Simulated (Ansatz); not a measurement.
## From formation energies to a reaction energy: Hg2Se

Theory: DFT PBE, scalar-relativistic, plane waves, PAW in Ansatz. All cells share a 420 eV cutoff and Γ-centred k meshes spaced at most about 0.3 Å⁻¹ (about 0.25 or finer for metals, 2π included). No spin polarisation.

The zero of energy is the elements' standard structures at the same level; no fitted shifts are applied. The references include crystalline Hg.

These are static total energies at zero pressure. Spin–orbit coupling, which can matter for Hg, is left out. The reference form of Se is held partly by dispersion forces, which this level lacks.

A trial structure of Hg2Se (reached from: CeH2 type (Fm-3m); relaxed: space group Fm-3m (No. 225), a = 6.980 Å) has a formation energy of 0.087 eV/atom. At its composition the lowest mixture among the elements and 1 reference phase computed alike (others may be missing) consists of these:

```tsv
phase	source	ΔE_f (eV/atom)
Hg (solid)	element	-0.019
HgSe (F-43m)	Materials Project	-0.219
```

The lowest database cell of Hg (-0.019) lies slightly below the reference, hence the non-zero entry.

Question: Write the balanced decomposition and find its energy per atom, per formula unit and per mole of formula units.

Answer: Balancing Hg and Se gives Hg2Se → Hg + HgSe. The left side holds 3 atoms, and the products take 1/3 (Hg) and 2/3 (HgSe) of them. The mixture therefore lies at 1/3 × (-0.019) + 2/3 × (-0.219) = -0.152 eV/atom. The reaction energy is -0.152 − (0.087) = -0.239 eV/atom. Times 3 atoms that is -0.717 eV per Hg2Se, and times 96.485 it is -69 kJ per mole of Hg2Se. Decomposition is downhill, so the trial structure is unstable against this mixture.
